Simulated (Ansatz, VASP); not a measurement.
# Two plane-wave programs on HfN

```xyz
2
Lattice="0.0000 2.2560 2.2560 2.2560 0.0000 2.2560 2.2560 2.2560 0.0000" Properties=species:S:1:pos:R:3 pbc="T T T"
Hf    0.0000    0.0000    0.0000
N     2.2560    2.2560    2.2560
```

Alike in both runs: task single point; functional PBE; k mesh 8 × 8 × 8; occupations gaussian, width 0.1 eV; no spin polarisation.

|  | VASP | Ansatz |
| --- | --- | --- |
| version | VASP 6.6.1 | Ansatz 0.2.0 |
| potentials or method | VASP PAW PBE potentials, release 64 (Hf_pv, N) | scalar-relativistic, plane waves, PAW |
| plane-wave cutoff (eV) | 520 | 420 |
| valence electrons in the cell | 15 | 31 |

Ansatz gave:

* gap on the k mesh at the Fermi level (eV): none
* pressure (GPa): 6.8

Q: What did VASP give for the same quantities?

A: gap on the k mesh at the Fermi level (eV): none; pressure (GPa): 4.4.

A gap of «none» marks a metal or a gap that the smearing closes. The two sets of potentials don't hold the same shells in valence.

The runs have no spin-orbit coupling, so splittings on Hf are missing.
